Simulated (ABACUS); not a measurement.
Set up this calculation in ABACUS 3.10.1, as the native input.

```
Task                                          : single point
Functional                                    : PBE
Potentials or basis                           : PseudoDojo NC SR 0.4.1 PBE standard
Cutoff                                        : 1361 eV
Density cutoff                                : 5442 eV
Basis                                         : TZDP LCAO (the cutoffs set its grid)
k mesh                                        : 12 × 12 × 12
Occupations                                   : fermi-dirac, width 0.05 eV
Spin                                          : no spin polarisation
Orbital files                                 : Mo Mo_confined-atom_7au_4s3p3d1f.orb, Si Si_confined-atom_7au_3s3p2d1f.orb
Radial cutoff of the potentials (pseudo_rcut) : 10 bohr
SCF threshold on the density                  : 1e-07
Max SCF steps                                 : 100
Eigensolver                                   : genelpa
Mixing                                        : broyden
Mixing share                                  : 0.7
Symmetry key                                  : 1
```

Si2Mo:

```
CELL_PARAMETERS angstrom
-1.60000 1.60000 3.93050
1.60000 -1.60000 3.93050
1.60000 1.60000 -3.93050
ATOMIC_POSITIONS crystal
Mo 0.00000 0.00000 0.00000
Si 0.66700 0.66700 0.00000
Si 0.33300 0.33300 0.00000
```

One way to write it, as run:

INPUT

```
INPUT_PARAMETERS
suffix              Si2Mo
calculation         scf
basis_type          lcao
pseudo_dir          ./
orbital_dir         ./
symmetry            1
dft_functional      pbe
ecutwfc             100
pseudo_rcut         10
nspin               1
nbands              15
ks_solver           genelpa
smearing_method     fd
smearing_sigma      0.00367493
scf_thr             1e-07
scf_nmax            100
mixing_type         broyden
mixing_beta         0.7
cal_force           1
cal_stress          1
out_mul             1
```

STRU

```
ATOMIC_SPECIES
Mo 95.9500 Mo.upf
Si 28.0850 Si.upf

NUMERICAL_ORBITAL
Mo_confined-atom_7au_4s3p3d1f.orb
Si_confined-atom_7au_3s3p2d1f.orb

LATTICE_CONSTANT
1.8897261246

LATTICE_VECTORS
-1.6000000000 1.6000000000 3.9305000000
1.6000000000 -1.6000000000 3.9305000000
1.6000000000 1.6000000000 -3.9305000000

ATOMIC_POSITIONS
Direct

Mo
0.0
1
0.0000000000 0.0000000000 0.0000000000 1 1 1

Si
0.0
2
0.6670000000 0.6670000000 0.0000000000 1 1 1
0.3330000000 0.3330000000 0.0000000000 1 1 1
```

KPT

```
K_POINTS
0
Gamma
12 12 12 0 0 0
```

Potentials or basis: PseudoDojo NC SR 0.4.1 PBE standard, TZDP LCAO (the cutoffs set its grid).

Launch:

```sh
$ OMP_NUM_THREADS=1 mpirun -np 4 abacus > log
```

Results of the run:

| Property | Result |
| --- | --- |
| Pressure | 2.5 GPa |
| Largest force | 0.271 eV/Å |
| Band gap on the k mesh | none (metal or under the smearing width) |
| Mulliken charges | Mo +0.33; Si -0.16 e |

Caveat: the atomic orbitals were generated for these runs and aren't a published set; Mulliken charges move with the basis; the basis of atomic orbitals isn't converged, which shifts pressures, moduli and gaps.

Run time: 34 s on 4 MPI ranks on AMD EPYC 7B13 (Zen 3) (shared host), peak memory 0.68 GiB a rank.
